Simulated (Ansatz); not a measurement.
This is a single-point calculation with Ansatz on BN (wurtzite); the level of theory is PBE. The cell was relaxed with r2SCAN and then strained (uniaxial +2.0 % along z, other directions held), with the atoms relaxed again with r2SCAN; k points keep the names of the unstrained zone.

```yaml
crystal:
  lattice:
    - [2.5439499996, 0.0, 0.0]
    - [-1.2719749998, 2.2031253256, 0.0]
    - [0.0, 0.0, 4.2919716483]
  atoms:
    - { symbol: B, position: [0.3333333333, 0.6666666667, -0.0001346901] }
    - { symbol: B, position: [0.6666666667, 0.3333333333, 0.4998653099] }
    - { symbol: "N", position: [0.3333333333, 0.6666666667, 0.3751346901] }
    - { symbol: "N", position: [0.6666666667, 0.3333333333, 0.8751346901] }
kpoints:
  mp_grid: { grid: [12, 12, 6] }
  band_path:
    path:
      - [0.0, 0.0, 0.0]
      - [0.5, 0.0, 0.0]
      - [0.3333333333, 0.3333333333, 0.0]
      - [0.0, 0.0, 0.5]
      - [0.5, 0.0, 0.5]
      - [0.3333333333, 0.3333333333, 0.5]
      - [0.1, 0.0, 0.0]
    npoints: 1
hamiltonian:
  xc: pbe
scf:
  occupations: { method: fermi_dirac, width: 0.02 }
  n_extra_bands: 5
output:
  forces: true
  stress: true
  eigenvalues: true
```

Some lines of the output have been replaced by numbered gaps.
```
[1]
Functional definition: PBE
Crystal: 4 atoms, lattice volume = 24.055 Å³
Basis set: ecut = 420 eV, 477 PW (Γ)
Symmetry: 12 space group operations
Space group: P63mc (ITA 186)
[2]
SCF converged after 6 iterations
Free energy (F): -1084.462808 eV
Fermi energy:    13.653400 eV
--- Forces (eV/Å), atoms counted from 1 ---
[3]
--- Stress (GPa, compression-positive) ---
[4]
```

**Question.** What stood in the gaps? They hold the forces, the stress, the count of irreducible k points, the band count.

**Answer.**
```
[1]
scf.n_extra_bands = 5 over 8 filled bands (N_el = 16.0): the run solves 13 bands
[2]
k-points: 76 of 864 (time reversal used)
[3]
  atom   1  B       0.00000      0.00000      0.03449
  atom   2  B       0.00000      0.00000      0.03449
  atom   3  N       0.00000      0.00000    -0.03449
  atom   4  N       0.00000      0.00000    -0.03449
[4]
        3.517961       0.000000       0.000000
        0.000000       3.517961       0.000000
        0.000000       0.000000     -14.708556
  P = ⅓ Tr σ = -2.5575 GPa (-25.575 kbar)
```

Run as `ansatz run input.yaml --threads 2 --pin off --max-ram 20275MiB --backend cpu --events-out ev --progress --plain --runs-dir out`. It took 1.1 s on 2 threads of AMD EPYC 7R13 Processor (Zen 3), on a shared host, load about 1.7 per core; peak host memory 0.52 GiB.

Calculated for a static, non-magnetic cell.
